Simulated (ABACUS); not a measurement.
## Li2S: single point with r2SCAN

The system is Li2S.

```
CELL_PARAMETERS angstrom
4.02273 0.00000 0.00000
2.01137 3.48379 0.00000
2.01137 1.16126 3.28455
ATOMIC_POSITIONS crystal
S 0.00000 0.00000 0.00000
Li 0.75000 0.75000 0.75000
Li 0.25000 0.25000 0.25000
```

- Program: ABACUS 3.10.1
- Task: single point
- Functional: r2SCAN
- Potentials or basis: SG15 ONCV 1.2 PBE
- Cutoff: 1170 eV
- Density cutoff: 4680 eV
- Basis: plane waves
- k mesh: 5 × 5 × 5
- Occupations: fermi-dirac, width 0.05 eV
- Spin: no spin polarisation
- Radial cutoff of the potentials (pseudo_rcut): 7 bohr
- SCF threshold on the density: 1e-08
- Max SCF steps: 100
- Eigensolver: dav
- Mixing: broyden
- Mixing share: 0.7
- Symmetry key: 1
- Bands: 16

The pressure is 0.4 GPa and the band gap on the k mesh is 4.18 eV, indirect (least direct gap 4.90 eV).

Levels at points of the mesh, in eV from the valence-band top:
```
           k point  band 2  band 3  band 4  band 5  band 6  band 7  band 8  band 9  band 10  band 11
(0.00, 0.00, 0.00)  -45.20  -11.59    0.00    0.00    0.00    4.90    7.00    7.00     7.00    11.87
```

Wall time 16 s on 4 MPI ranks on AMD EPYC 7R43 64-Core Processor (Zen 3), with other jobs on the host, peak memory 0.32 GiB a rank.

Caveat: the potentials were made for another functional, which shifts forces and pressure; an odd mesh through Γ misses points on the zone boundary, where band edges often lie.
